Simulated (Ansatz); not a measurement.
Pd: pressure and energy change per atom as volume scale varies

Plane-wave DFT, scalar-relativistic PAW made under PBE with cores redone for the functional, no dispersion; the given relaxed cell is scaled uniformly, energy at zero smearing counts from the unscaled cell, pressure at the given Fermi-Dirac smearing is positive in compression. The results are calculated, by Ansatz 0.2.0.

The cell before it is scaled or strained (space group Pm-3m, No. 221):
```
Pd
1.0
      2.6355     0.0000     0.0000
      0.0000     2.6355     0.0000
      0.0000     0.0000     2.6355
Pd
1
Direct
  0.00000 0.00000 0.00000
```

Settings of every row: spin polarised yes; functional revPBE; wave cutoff 420 eV; smearing width 0.05 eV; k mesh 13x13x13.

Atom:
| element | starting moment (Bohr magneton) |
| --- | --- |
| Pd | 0.5 |

Limits: search for a lower magnetic state is off; the cell comes from a prototype or a list of computed structures and needn't be the stable phase.

| row | volume scale | V (Å³/atom) | pressure (GPa) | energy change per atom (meV) |
| --- | --- | --- | --- | --- |
| 1 | 0.88 | 16.109 | 19.42 | 113.48 |
| 2 | 0.92 | 16.841 | 11.16 | 44.76 |
| 3 | 0.96 | 17.574 | 4.73 | 9.46 |
| 4 | 1.04 | 19.038 | ? | ? |
| 5 | 1.08 | 19.77 | -6.96 | 36.14 |
| 6 | 1.12 | 20.503 | -9.17 | 73.52 |

Largest site moment is 0 Bohr magneton in every row.

Question: what pressure and energy change per atom should row 4 give?

Worked fit of pressure. Take u = (V_r/V)^(2/3) − 1 with V_r = 17.574 Å³ an atom, which is twice the finite (Eulerian) strain; such expansions in the strain, on which the Birch-Murnaghan equation of state is built, carry the rest volume and the bulk modulus. The shown rows have u = 0.05974, 0.02881, 0, -0.07549, -0.09766. Least squares give pressure = 4.742 + 205.84 × u + 656.2 × u² GPa; a straight line predicts inner rows, each left out in turn, worse (root mean square 1.7 against 0.11 GPa). The rows lie off it by 0.04, -0.06, -0.01, 0.10, -0.07 (root mean square 0.064 GPa). The withheld row has u = -0.05195, so the fit gives 4.742 + 205.84 × (-0.05195) + 656.2 × (-0.05195)² = -4.18 GPa.

The calculation gave -4.04 GPa. The fit lies 0.14 GPa (3.5 % of the value, 0.49 % of the column's range) below it; its largest miss of a shown row is 0.10 GPa.

Worked fit of energy change per atom. Take u = (V_r/V)^(2/3) − 1 with V_r = 17.574 Å³ an atom, which is twice the finite (Eulerian) strain; such expansions in the strain, on which the Birch-Murnaghan equation of state is built, carry the rest volume and the bulk modulus. The shown rows have u = 0.05974, 0.02881, 0, -0.07549, -0.09766. Least squares give energy change per atom = 9.612 + 818.52 × u + 15204.8 × u² meV; a straight line predicts inner rows, each left out in turn, worse (root mean square 40 against 1.9 meV). The rows lie off it by 0.71, -1.05, -0.15, 1.67, -1.17 (root mean square 1.1 meV). The withheld row has u = -0.05195, so the fit gives 9.612 + 818.52 × (-0.05195) + 15204.8 × (-0.05195)² = 8.12 meV.

The calculation gave 10.42 meV. The fit lies 2.30 meV (22 % of the value, 2.2 % of the column's range) below it; its largest miss of a shown row is 1.67 meV.
